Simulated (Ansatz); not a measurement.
This script for Ansatz's Python interface starts 5 runs on TiO₂, space group P4_2/mnm. What input does the engine get in each?

`ecut_tio2.py`:
```python
"""Cutoff test for TiO2."""

import csv
import logging
import sys
import warnings

import ansatz as az
from ase import Atoms

logging.basicConfig(stream=sys.stdout, format="%(levelname)s %(message)s")
logger = logging.getLogger("run")
logger.setLevel(logging.INFO)


def main() -> None:
    warnings.simplefilter("ignore", az.DeckWarning)

    atoms = Atoms(
        ["Ti", "Ti", "O", "O", "O", "O"],
        scaled_positions=[
            (0.0, 0.0, 0.0),
            (0.5, 0.5, 0.5),
            (0.30496, 0.30496, 0.0),
            (0.19504, 0.80496, 0.5),
            (0.69504, 0.69504, 0.0),
            (0.80496, 0.19504, 0.5),
        ],
        cell=[
            (4.5922, 0.0, 0.0),
            (0.0, 4.5922, 0.0),
            (0.0, 0.0, 2.9574),
        ],
        pbc=True,
    )
    crystal = az.Crystal.from_ase(atoms)

    setup = (
        crystal.calculation()
        .kpoints(4, 4, 6)
        .occupations("Fixed")
        .functional("pbesol")
        .scf(tolerance=1e-09)
        .stress()
    )

    rows = []
    for value in [250, 300, 350, 400, 450]:
        data = setup.basis(value).run(threads=1).report
        rows.append((value, data["free_energy_ev"] / len(data["lattice"]["sites"]), data["n_iterations"], sum(data["stress_gpa"][i][i] for i in range(3)) / 3, data["n_pw"]))

    with open("ecut.csv", "w", newline="") as handle:
        writer = csv.writer(handle)
        writer.writerow(["cutoff (eV)", "F/atom (eV)", "iterations", "P (GPa)", "plane waves"])
        writer.writerows([round(v, 5) if isinstance(v, float) else v for v in row] for row in rows)

    # the last row is the reference
    for row in rows[:-1]:
        shift = 1000 * (row[1] - rows[-1][1])
        logger.info(f"{row[0]}: {shift:+.2f} meV/atom" + ("  (within 2 meV)" if abs(shift) < 2 else ""))


if __name__ == "__main__":
    main()
```

Run 1:
```yaml
crystal:
  lattice:
    - [4.5922, 0.0, 0.0]
    - [0.0, 4.5922, 0.0]
    - [0.0, 0.0, 2.9574]
  atoms:
    - { symbol: Ti, position: [0.0, 0.0, 0.0] }
    - { symbol: Ti, position: [0.5, 0.5, 0.5] }
    - { symbol: O, position: [0.30496, 0.30496, 0.0] }
    - { symbol: O, position: [0.19504, 0.80496, 0.5] }
    - { symbol: O, position: [0.69504, 0.69504, 0.0] }
    - { symbol: O, position: [0.80496, 0.19504, 0.5] }
basis:
  ecutwfc: 250.0
kpoints:
  mp_grid:
    grid: [4, 4, 6]
hamiltonian:
  xc: pbesol
scf:
  convergence:
    dr2_threshold: 1.0e-09
  occupations:
    method: fixed
output:
  stress: true
```

Run 2, against run 1:
```diff
-  ecutwfc: 250.0
+  ecutwfc: 300.0
```

Run 3, against run 1:
```diff
-  ecutwfc: 250.0
+  ecutwfc: 350.0
```

Run 4, against run 1:
```diff
-  ecutwfc: 250.0
+  ecutwfc: 400.0
```

Run 5, against run 1:
```diff
-  ecutwfc: 250.0
+  ecutwfc: 450.0
```

Running `python ecut_tio2.py` prints:
```text
INFO 250: +1522.60 meV/atom
INFO 300: +377.17 meV/atom
INFO 350: +71.28 meV/atom
INFO 400: +8.85 meV/atom
```

Notes:
- The run is spin-unpolarised.
- The program warned that this SCF threshold is loose for forces or stresses.
- Pressure is positive in compression.
- The starting cell is as deposited in a crystallographic database; the results hold for this polymorph, which needn't be the stable one.
- Shifts are counted from the last row, which is itself no proven limit.
- The script silences the warnings on its input, which a real study should read.
- It ran for 16 s on 1 thread of Intel(R) Xeon(R) Platinum 8259CL CPU @ 2.50GHz (Skylake/Cascade Lake), with other jobs on the host, peak memory 0.44 GiB.
